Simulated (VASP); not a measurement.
# BAs (F-43m) in VASP: further runs

The runs below take BAs through relaxation of cell and atoms, single point, with PBE.

All numbers are computed with VASP 6.6.1; they aren't measurements. Logs are shortened: lines on timing, memory, paths and dates and some standing lists are left out, and cuts for length are marked.

### Step 1. Starting point

The structure is cubic, space group F-43m (No. 216). The conventional cell has a = 4.777 Å, b = 4.777 Å, c = 4.777 Å, α = 90.00°, β = 90.00°, γ = 90.00°. B (site symmetry -43m) is surrounded by 4 As at 2.07 Å. As (site symmetry -43m) is surrounded by 4 B at 2.07 Å.

### Step 2. Relaxation of cell and atoms, PBE

File INCAR:

```
PREC = Accurate ; ENCUT = 520
EDIFF = 1E-7 ; ISMEAR = 0
SIGMA = 0.02 ; LREAL = False
LASPH = True ; NELM = 60
ALGO = Normal ; ISIF = 3
LWAVE = False ; LCHARG = False
GGA = PE ; IBRION = 2
NSW = 80 ; EDIFFG = -0.002
```

File KPOINTS:

```
Automatic mesh
0
Gamma
  8 8 8
```

File POSCAR:

```
BAs
1.0
    0.0000000000      2.3885000000      2.3885000000
    2.3885000000      0.0000000000      2.3885000000
    2.3885000000      2.3885000000      0.0000000000
B As
1 1
Direct
    0.0000000000      0.0000000000      0.0000000000
    0.2500000000      0.2500000000      0.2500000000
```

Potentials or basis: VASP PAW PBE potentials, release 64 (B, As).

Run with:

```sh
cat potpaw_PBE.64/B/POTCAR potpaw_PBE.64/As/POTCAR > POTCAR
mpirun -np 1 vasp_std > vasp.out
```

OUTCAR:

```text
PREC = Accurate
   ENCUT = 520
   EDIFF = 1E-7
   ISMEAR = 0
   LREAL = False
   LASPH = True
   NELM = 60
   ISIF = 3
   GGA = PE
   IBRION = 2
   NSW = 80
   EDIFFG = -0.002

 ion  position               nearest neighbor table
   1  0.000  0.000  0.000-   2 2.07   2 2.07   2 2.07   2 2.07
   2  0.250  0.250  0.250-   1 2.07   1 2.07   1 2.07   1 2.07

  LATTYP: Found a face centered cubic cell.
 ALAT       =     4.7770000000

  Lattice vectors:

 A1 = (   0.0000000000,   2.3885000000,   2.3885000000)
 A2 = (   2.3885000000,   0.0000000000,   2.3885000000)
 A3 = (   2.3885000000,   2.3885000000,   0.0000000000)

Analysis of symmetry for initial positions (statically):
=====================================================================
 Subroutine PRICEL returns:
 Original cell was already a primitive cell.

 Routine SETGRP: Setting up the symmetry group for a
 face centered cubic supercell.

 Subroutine GETGRP returns: Found 24 space group operations
 (whereof 24 operations were pure point group operations)
 out of a pool of 48 trial point group operations.

The static configuration has the point symmetry T_d .

Analysis of symmetry for dynamics (positions and initial velocities):
=====================================================================
 Subroutine PRICEL returns:
 Original cell was already a primitive cell.

 Routine SETGRP: Setting up the symmetry group for a
 face centered cubic supercell.

 Subroutine GETGRP returns: Found 24 space group operations
 (whereof 24 operations were pure point group operations)
 out of a pool of 48 trial point group operations.

The dynamic configuration has the point symmetry T_d .

 Subroutine INISYM returns: Found 24 space group operations
 (whereof 24 operations are pure point group operations),
 and found     1 'primitive' translations

----------------------------------------------------------------------------------------

                                     Primitive cell

  volume of cell :      27.2525

  direct lattice vectors                    reciprocal lattice vectors
     0.000000000  2.388500000  2.388500000    -0.209336404  0.209336404  0.209336404
     2.388500000  0.000000000  2.388500000     0.209336404 -0.209336404  0.209336404
     2.388500000  2.388500000  0.000000000     0.209336404  0.209336404 -0.209336404

  length of vectors
     3.377849094  3.377849094  3.377849094     0.362581287  0.362581287  0.362581287

  position of ions in fractional coordinates (direct lattice)
     0.000000000  0.000000000  0.000000000
     0.250000000  0.250000000  0.250000000

  ion indices of the primitive-cell ions
   primitive index   ion index
                 1           1
                 2           2

----------------------------------------------------------------------------------------

 KPOINTS: Automatic mesh

Automatic generation of k-mesh.
 Grid dimensions read from file:
 generate k-points for:    8    8    8

 Generating k-lattice:

  Cartesian coordinates                     Fractional coordinates (reciprocal lattice)
    -0.026167050  0.026167050  0.026167050     0.125000000  0.000000000  0.000000000
     0.026167050 -0.026167050  0.026167050     0.000000000  0.125000000  0.000000000
     0.026167050  0.026167050 -0.026167050     0.000000000  0.000000000  0.125000000

  Length of vectors
     0.045322661  0.045322661  0.045322661

  Shift w.r.t. Gamma in fractional coordinates (k-lattice)
     0.000000000  0.000000000  0.000000000

 Subroutine IBZKPT returns following result:
 ===========================================

 Found     29 irreducible k-points:

 Following reciprocal coordinates:
            Coordinates               Weight
  0.000000  0.000000  0.000000      1.000000
  0.125000  0.000000  0.000000      8.000000
  0.250000  0.000000  0.000000      8.000000
  0.375000  0.000000  0.000000      8.000000
  0.500000  0.000000  0.000000      4.000000
  0.125000  0.125000  0.000000      6.000000
[... 16 lines left out ...]
  0.500000  0.250000  0.125000     48.000000
 -0.375000  0.250000  0.125000     24.000000
 [... further k-points ...]
   k-points           NKPTS =     29   k-points in BZ     NKDIM =     29   number of bands    NBANDS=      8
   number of dos      NEDOS =    301   number of ions     NIONS =      2
   total plane-waves  NPLWV =  21952
   dimension x,y,z NGX =    28 NGY =   28 NGZ =   28
   dimension x,y,z NGXF=    56 NGYF=   56 NGZF=   56
   ions per type =               1   1
   NGX,Y,Z   is equivalent  to a cutoff of  13.78, 13.78, 13.78 a.u.
   NGXF,Y,Z  is equivalent  to a cutoff of  27.56, 27.56, 27.56 a.u.
 SYSTEM =  unknown system
   PREC   = accura    normal or accurate (medium, high low for compatibility)
   ISTART =      0    job   : 0-new  1-cont  2-samecut
   ICHARG =      2    charge: 1-file 2-atom 10-const
   ISPIN  =      1    spin polarized calculation?
   LNONCOLLINEAR =      F non collinear calculations
   LSORBIT =      F    spin-orbit coupling
   LASPH  =      T    aspherical Exc in radial PAW
   ENCUT  =  520.0 eV  38.22 Ry    6.18 a.u.   6.28  6.28  6.28*2*pi/ulx,y,z
   NELM   =     60;   NELMIN=  2; NELMDL= -5     # of ELM steps
   EDIFF  = 0.1E-06   stopping-criterion for ELM
   LREAL  =      F    real-space projection
   EDIFFG = -.2E-02   stopping-criterion for IOM
   NSW    =     80    number of steps for IOM
   IBRION =      2    ionic relax: 0-MD 1-quasi-New 2-CG
   NFREE  =      1    steps in history (QN), initial steepest desc. (CG)
   ISIF   =      3    stress and relaxation
   ISYM   =      2    0-nonsym 1-usesym 2-fastsym
   POTIM  = 0.5000    time-step for ionic-motion
   TEBEG  =    0.0;   TEEND  =   0.0 temperature during run
   PSTRESS=    0.0 pullay stress
   NELECT =       8.0000    total number of electrons
   NUPDOWN=      -1.0000    fix difference up-down
   EMIN   =  10.00;   EMAX   =-10.00  energy-range for DOS
   EFERMI =   0.00;   METHOD = LEGACY
   ISMEAR =     0;   SIGMA  =   0.02  broadening in eV -4-tet -1-fermi 0-gaus
   EFERMI_NEDOS =   21; number of points for ismear=-14 and -15
   IALGO  =     38    algorithm
   IMIX   =      4    mixing-type and parameters
     AMIX     =   0.40;   BMIX     =  1.00
     AMIX_MAG =   1.60;   BMIX_MAG =  1.00
  volume/ion in A,a.u.               =      13.63        91.95
  Fermi-wavevector in a.u.,A,eV,Ry     =   1.088018  2.056057 16.106360  1.183784
  Thomas-Fermi vector in A             =   2.224191
   LORBIT       =      0    0 simple, 1 ext, 2 COOP (PROOUT), +10 PAW based schemes
   GGA     = PE    functional components
   LHFCALC =     F    Hartree Fock is set to
   AEXX    =    0.0000 exact exchange contribution
   IVDW    =     0    specifies the selected vdW correction
   LEPSILON=     F    determine dielectric tensor
   LRPA    =     F    only Hartree local field effects (RPA)
 conjugate gradient relaxation of ions
 non-spin polarized calculation
 Gauss-broadening in eV      SIGMA  =   0.02
  energy-cutoff  :      520.00
  volume of cell :       27.25
 maximum number of plane-waves:       754
 NGX is ok and might be reduce to    28
   NGX = 13   NGY = 13   NGZ = 13

--------------------------------------- Ionic step        1  -------------------------------------------

 number of electron       8.0000000 magnetization

 Free energy of the ion-electron system (eV)
  ---------------------------------------------------
  ext. energy  EPLUGINS =         0.00000000
  ---------------------------------------------------
  free energy    TOTEN  =       -11.40421527 eV

  energy without entropy =      -11.40421527  energy(sigma->0) =      -11.40421527

------------------------ aborting loop because EDIFF is reached ----------------------------------------

  FORCE on cell =-STRESS in cart. coord.  units (eV):
  Direction    XX          YY          ZZ          XY          YZ          ZX
  --------------------------------------------------------------------------------------
  -------------------------------------------------------------------------------------
  Total        0.5836234      0.5836234      0.5836234      0.0000000      0.0000000      0.0000000
  in kB       34.3113278     34.3113278     34.3113278      0.0000000      0.0000000      0.0000000
  external PRESSURE =      34.3113278 kB  Pullay stress =       0.0000000 kB
[... 57 lines left out ...]
  energy  without entropy=      -11.4079340005  energy(sigma->0) =      -11.40793400

--------------------------------------- Ionic step        3  -------------------------------------------

 number of electron       8.0000000 magnetization

 Free energy of the ion-electron system (eV)
  ---------------------------------------------------
  ext. energy  EPLUGINS =         0.00000000
  ---------------------------------------------------
  free energy    TOTEN  =       -11.41132958 eV

  energy without entropy =      -11.41132958  energy(sigma->0) =      -11.41132958

 E-fermi :   5.9689     XC(G=0): -10.4772

 val. band max:        5.8578634029   @ k =   0.0000   0.0000   0.0000
 cond. band min:       7.0703963147   @ k =   0.3750   0.3750   0.0000
 fundamental gap:      1.2125329118
 Fermi energy:         5.9688662338

 k-point     1 :       0.0000    0.0000    0.0000
  band No.  band energies     occupation
      1      -9.3210      2.00000
      2       5.8579      2.00000
      3       5.8579      2.00000
      4       5.8579      2.00000
      5       9.1034      0.00000
      6       9.1034      0.00000
      7       9.1034      0.00000
      8      10.2333      0.00000
[... 243 lines left out ...]
 k-point    24 :      -0.3750    0.2500    0.1250
  band No.  band energies     occupation
      1      -5.9807      2.00000
      2      -2.2789      2.00000
      3       1.3897      2.00000
      4       2.8659      2.00000
      5       9.7760      0.00000
      6      10.5561      0.00000
      7      13.1823      0.00000
      8      14.7322      0.00000

 [... further k-points ...]

------------------------ aborting loop because EDIFF is reached ----------------------------------------

  FORCE on cell =-STRESS in cart. coord.  units (eV):
  Direction    XX          YY          ZZ          XY          YZ          ZX
  --------------------------------------------------------------------------------------
  -------------------------------------------------------------------------------------
  Total        0.0012831      0.0012831      0.0012831      0.0000000     -0.0000000     -0.0000000
  in kB        0.0735988      0.0735988      0.0735988      0.0000000     -0.0000000     -0.0000000
  external PRESSURE =       0.0735988 kB  Pullay stress =       0.0000000 kB
[... 17 lines left out ...]
  FREE ENERGIE OF THE ION-ELECTRON SYSTEM (eV)
  ---------------------------------------------------
  free  energy   TOTEN  =       -11.4113295834 eV

  energy  without entropy=      -11.4113295834  energy(sigma->0) =      -11.41132958

 reached required accuracy - stopping structural energy minimisation
```

Run time: 22 s. Hardware: 1 thread of Intel Xeon Platinum 8375C at 2.90GHz (Ice Lake), shared host; peak memory 0.16 GiB.

Results:

- Free energy: -11.4113 eV
- Relaxed volume: 13.97 Å³/atom
- Relaxed cell: a = 3.406 Å, b = 3.406 Å, c = 3.406 Å, α = 60.00°, β = 60.00°, γ = 60.00°
- Space group after relaxing (to 0.05 Å): F-43m (No. 216)
- Energy gained by relaxing: 3.6 meV/atom
- Ionic steps: 3
- Pressure after relaxing: 0.0 GPa
- Band gap on the k mesh: 1.21 eV, indirect (least direct gap 3.25 eV)

Step by step:
```tsv
step	energy change (eV)	largest force (eV/Å)	pressure (GPa)	volume (Å³)
1	0.0000	0.0000	3.43	27.25
2	-0.0037	0.0000	-2.19	28.42
3	-0.0071	0.0000	0.01	27.93
```

Final structure:
```
CELL_PARAMETERS angstrom
0.00000 2.40821 2.40821
2.40821 0.00000 2.40821
2.40821 2.40821 0.00000
ATOMIC_POSITIONS crystal
B 0.00000 0.00000 0.00000
As 0.25000 0.25000 0.25000
```

A k mesh can miss the band edges. PBE usually gives volumes a little too large and moduli too small.

(Continued in part 2 of 2.)
